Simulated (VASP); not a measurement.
KCl: single point with PBE

KCl:

```
CELL_PARAMETERS angstrom
0.00000 3.14485 3.06623
3.14485 0.00000 3.06623
3.14485 3.14485 0.00000
ATOMIC_POSITIONS crystal
K 0.00000 0.00000 0.00000
Cl 0.50000 0.50000 0.50000
```

The cell was built by a generator and needn't be a form met in nature.

The cell isn't the ideal one: uniaxial_z strain -2.5%.

| Item | Value |
| --- | --- |
| Program | VASP 6.6.1 |
| Task | single point |
| Functional | PBE |
| Potentials or basis | VASP PAW PBE potentials, release 64 (K_sv, Cl) |
| Cutoff | 520 eV |
| k mesh | 8 × 8 × 8 |
| Occupations | fermi-dirac, width 0.02 eV |
| Spin | no spin polarisation |

The pressure is 1.4 GPa and the band gap on the k mesh is 5.26 eV, direct.

Stress tensor (GPa, compression positive):
```
1.02 0.00 0.00
0.00 1.02 0.00
0.00 0.00 2.19
```

Levels at points of the mesh, in eV from the valence-band top:
```
           k point  band 4  band 5  band 6  band 7  band 8  band 9  band 10  band 11  band 12  band 13
(0.00, 0.00, 0.00)  -10.61  -10.61   -0.02   -0.02    0.00    5.26     8.33     8.33     8.49     9.21
(0.50, 0.00, 0.00)  -10.61  -10.35   -1.12   -0.36   -0.36    7.66     8.69    10.59    10.62    11.38
(0.50, 0.50, 0.00)  -10.67  -10.67   -0.66   -0.27   -0.27    6.47     8.48    10.32    10.32    10.74
(0.50, 0.00, 0.50)  -10.67  -10.66   -0.70   -0.23   -0.23    6.51     8.45    10.17    10.26    10.72
```

Run time: 77 s on 1 thread of Intel(R) Xeon(R) Platinum 8488C (Sapphire Rapids) (shared host), peak memory 0.23 GiB.

A k mesh can miss the band edges.
